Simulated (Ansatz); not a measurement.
## CdSe (zincblende) under strain

CdSe in the zincblende structure, relaxed with r2SCAN in the PAW code Ansatz. The symmetry is F-43m (No. 216, cubic); conventional cell a = 6.136 Å, 28.87 Å³ an atom. Cd is surrounded by 4 Se at 2.66 Å; Se is surrounded by 4 Cd at 2.66 Å.

The axes x, y and z are those of this cell:
```xyz
2
Lattice="0.0000 3.0678 3.0678 3.0678 0.0000 3.0678 3.0678 3.0678 0.0000" Properties=species:S:1:pos:R:3 pbc="T T T"
Cd    0.0000    0.0000    0.0000
Se    1.5339    1.5339    1.5339
```

Unstrained: The PBE gap is direct at Γ: 0.555 eV. With r2SCAN the gap is 1.037 eV and direct, at Γ. The HSE06 gap is direct at Γ: 1.483 eV. Meshes: PBE 8×8×8, r2SCAN 8×8×8, HSE06 6×6×6. Strains are changes of length per length. After each strain the atoms were relaxed again with r2SCAN within the symmetry that the strain leaves, so tilts or polar shifts that break it weren't tested; points keep the names that they have in the unstrained zone. Calculated for a static, non-magnetic cell.

Changes of the least gap in eV (an overlap counts as a negative gap):
```tsv
strain	volume change (%)	space group	PBE	r2SCAN	HSE06	energy rise, r2SCAN (meV/atom)
uniaxial +5.11 % along [111]	+5.1	R3m	-0.182	-0.204	-0.219	18.9
epitaxial -2.15 % in the plane normal to [111], free normal strain +1.92 %	-2.4	R3m	-0.031	-0.033	-0.030	7.0
epitaxial +4.95 % in the xy plane, free normal strain -7.77 %	+1.6	I-4m2	-0.267	-0.269	–	16.6
```

Uniaxial +5.11 % along [111], other directions held. HSE06: the gap goes from 1.483 to 1.264 eV (-0.219 eV); with r2SCAN the top three valence levels at Γ, degenerate before, become 2+1 from the top over 230 meV. Stress change with r2SCAN, compression positive: xx -2.31, yy -2.31, zz -2.31, xy -0.80, xz -0.80, yz -0.80 GPa.

Epitaxial -2.15 % in the plane normal to [111], free normal strain +1.92 %. HSE06: the gap goes from 1.483 to 1.453 eV (-0.030 eV); with r2SCAN the top three valence levels at Γ, degenerate before, become 2+1 from the top over 210 meV. Stress change with r2SCAN, compression positive: xx +1.26, yy +1.26, zz +1.26, xy -0.61, xz -0.61, yz -0.61 GPa.

Epitaxial +4.95 % in the xy plane, free normal strain -7.77 %. r2SCAN: the gap goes from 1.037 to 0.768 eV (-0.269 eV); with r2SCAN the top three valence levels at Γ, degenerate before, become 1+2 from the top over 313 meV. Stress change with r2SCAN, compression positive: xx -1.75, yy -1.75, zz +0.04 GPa.

The runs are scalar-relativistic, without spin-orbit coupling.

The meshes of the hybrids are coarse, so their gaps aren't converged to the digits shown.

The splittings at Γ are without spin-orbit coupling, which regroups them where it is of like size or larger.
